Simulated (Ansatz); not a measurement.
The reference is Sb₂Te₃ in the Bi2Te3 type structure (space group R-3m, No. 166; a = 4.2859 Å, c = 30.9304 Å (hexagonal axes)).

Computed with Kohn–Sham DFT with the r2SCAN+rVV10 functional, run in Ansatz (a program for electronic structure) with PAW and 500 eV plane waves, without spin-orbit coupling.

Before the change:

| Item | Result |
|---|---|
| Gap character | direct at Γ |

It is then changed as follows: cell and atoms relaxed at a pressure of 1.5 GPa.

Problem. Predict the new mean gap deformation potential ΔEg/Δln V and gap character.

Solution. The mean gap deformation potential ΔEg/Δln V is +4.1 eV; the gap character stays direct at Γ.

Spin-orbit coupling, missing from the scalar runs, can matter with Sb and Te. Load acts through the strain it causes; cell and atoms are relaxed under it. Stability against distortions was not tested.
